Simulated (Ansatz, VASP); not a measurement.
**Two plane-wave programs on MnS**

File run.py:

```python
from ase.calculators.vasp import Vasp
from ase.dft.bandgap import bandgap
from ase.io import read

atoms = read('POSCAR')
atoms.set_initial_magnetic_moments([4.0, -4.0, 0.0, 0.0])
calc = Vasp(
    directory='calc',
    xc='lda',
    pp='LDA',
    setups={'base': 'minimal', 'Mn': '_GW', 'S': '_GW'},
    prec='Accurate',
    encut=550,
    ediff=1e-06,
    ismear=0,
    sigma=0.05,
    lreal=False,
    lasph=True,
    nelm=120,
    algo='Fast',
    isif=2,
    lwave=False,
    lcharg=True,
    ispin=2,
    lorbit=11,
    lmaxmix=4,
    ldautype=2,
    ldauprint=1,
    ldau_luj={'Mn': {'L': 2, 'U': 3, 'J': 0}},
    kpts=[8, 8, 4],
    gamma=True,
    nbands=25,
)
atoms.calc = calc

print('energy (eV):', atoms.get_potential_energy())
print('free energy (eV):', atoms.get_potential_energy(force_consistent=True))
efermi = calc.get_fermi_level()
print('Fermi level (eV):', efermi)
path = atoms.cell.bandpath(npoints=60, eps=1e-4)
print('path:', path.path)
calc.set(kpts=path.kpts, reciprocal=True, icharg=11, isym=0, lcharg=False)
calc.calculate(atoms)
print('gap on the path (eV):', bandgap(calc, efermi=efermi)[0])
print('direct gap on the path (eV):', bandgap(calc, efermi=efermi, direct=True)[0])
```

POSCAR

```
MnS
1.0
    3.9535769233      0.0000000000      0.0000000000
   -1.9767884617      3.4238980514      0.0000000000
    0.0000000000      0.0000000000      6.3425288600
Mn S
2 2
Direct
    0.6666666667      0.3333333333      0.4988446700
    0.3333333333      0.6666666667      0.9988446700
    0.3333333333      0.6666666667      0.6261543000
    0.6666666667      0.3333333333      0.1261543000
```

File input.yaml:

```yaml
crystal:
  lattice:
    - [3.9535769233, 0.0, 0.0]
    - [-1.9767884617, 3.4238980514, 0.0]
    - [0.0, 0.0, 6.34252886]
  atoms:
    - { symbol: Mn, position: [0.6666666667, 0.3333333333, 0.49884467], spin: 4.0 }
    - { symbol: Mn, position: [0.3333333333, 0.6666666667, 0.99884467], spin: -4.0 }
    - { symbol: S, position: [0.3333333333, 0.6666666667, 0.6261543] }
    - { symbol: S, position: [0.6666666667, 0.3333333333, 0.1261543] }
hamiltonian:
  xc: lda
  pseudopotentials: { kind: paw }
  hubbard: { sites: [{ species: Mn, l: d, u_eff: 3.0 }] }
magnetization:
  spin_polarized: true
kpoints:
  mp_grid: { grid: [8, 8, 4] }
  band_path:
    path:
      - [[0.0, 0.0, 0.0], [0.5, 0.0, 0.0], [0.3333333333, 0.3333333333, 0.0], [0.0, 0.0, 0.0], [0.0, 0.0, 0.5], [0.5, 0.0, 0.5], [0.3333333333, 0.3333333333, 0.5], [0.0, 0.0, 0.5]]
      - [[0.5, 0.0, 0.5], [0.5, 0.0, 0.0]]
      - [[0.3333333333, 0.3333333333, 0.0], [0.3333333333, 0.3333333333, 0.5]]
    npoints: 14
scf:
  occupations: { method: gaussian, width: 0.05 }
  n_extra_bands: 10
output:
  forces: true
  stress: true
  eigenvalues: true
  fatbands: false
```

The cell is a database's computed one.

Alike in both runs: task band structure; functional LDA; k mesh 8 × 8 × 4; occupations gaussian, width 0.05 eV; collinear spin, antiferromagnetic start; Hubbard terms Mn d U = 3 eV.

```csv
,VASP,Ansatz
version,VASP 6.6.1,Ansatz 0.2.0
potentials or method,"VASP PAW LDA potentials, release 64 (Mn_GW, S_GW)",Ansatz PAW
plane-wave cutoff (eV),550,420
valence electrons in the cell,26,42
```

Ansatz gave:

- net moment per atom (μB): 0.00
- size of the moment on the site where the two differ most (μB): 4.15

Question: What did VASP give for the same quantities?

Answer: net moment per atom (μB): 0.00; size of the moment on the site where the two differ most (μB): 4.47.

Site moments also hang on the region over which each program counts them. The programs project onto different local orbitals, so the same U acts differently. The two sets of potentials don't hold the same shells in valence.

Caveats: the magnetic or orbital state may not be the lowest (Ansatz). The state reached can hang on the start; a lower one may exist.
